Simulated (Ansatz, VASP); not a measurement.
Si: VASP beside Ansatz

INCAR

```
PREC     = Accurate       # precision mode
ENCUT    = 520            # plane-wave cutoff, eV
EDIFF    = 1E-7           # SCF threshold, eV
ISMEAR   = -1             # smearing method
SIGMA    = 0.05           # smearing width, eV
LREAL    = False          # projectors in reciprocal space
LASPH    = True           # aspherical terms in the spheres
NELM     = 100            # most SCF steps
ALGO     = Fast           # electronic algorithm
ISIF     = 2              # what is computed and relaxed
LWAVE    = False          # write WAVECAR
LCHARG   = False          # write CHGCAR
GGA      = PE             # functional
IBRION   = 2              # ionic algorithm
NSW      = 60             # ionic steps
EDIFFG   = -0.01          # ionic threshold
```

File KPOINTS:

```
regular mesh
0
Gamma
  8 8 8
```

File POSCAR:

```
Si
1.0
    0.0000000000      2.7218511865      2.7218511865
    2.6946326746      0.0000000000      2.7218511865
    2.6946326746      2.7218511865      0.0000000000
Si
2
Direct
    0.5000000000      0.5000000000      0.5000000000
    0.7500000000      0.7500000000      0.7500000000
```

File input.yaml:

```yaml
crystal:
  lattice:
    - [0.0, 2.7218511865, 2.7218511865]
    - [2.6946326746, 0.0, 2.7218511865]
    - [2.6946326746, 2.7218511865, 0.0]
  atoms:
    - { symbol: Si, position: [0.5, 0.5, 0.5] }
    - { symbol: Si, position: [0.75, 0.75, 0.75] }
hamiltonian:
  xc: pbe
  pseudopotentials: { kind: paw }
kpoints:
  mp_grid: { grid: [8, 8, 8] }
scf:
  occupations: { method: fermi_dirac, width: 0.05 }
output:
  forces: true
  stress: true
  eigenvalues: true
relax:
  f_tol: 0.01
  max_steps: 40
```

Change from the starting cell: strain = -0.01.

Alike in both runs: task relaxation of the atoms; functional PBE; k mesh 8 × 8 × 8; occupations fermi-dirac, width 0.05 eV; no spin polarisation.

|  | VASP | Ansatz |
| --- | --- | --- |
| version | VASP 6.6.1 | Ansatz 0.2.0 |
| potentials or method | VASP PAW PBE potentials, release 64 (Si) | Ansatz PAW |
| plane-wave cutoff (eV) | 520 | 420 |
| valence electrons in the cell | 8 | 8 |

|  | VASP | Ansatz | Ansatz less VASP |
| --- | --- | --- | --- |
| gap on the k mesh at the Fermi level, each at its own relaxed structure (eV) | 0.50 | 0.50 | -0.003 |

Caveats: the relaxation stopped at its first step, so nothing moved. A k mesh can miss the band edges.
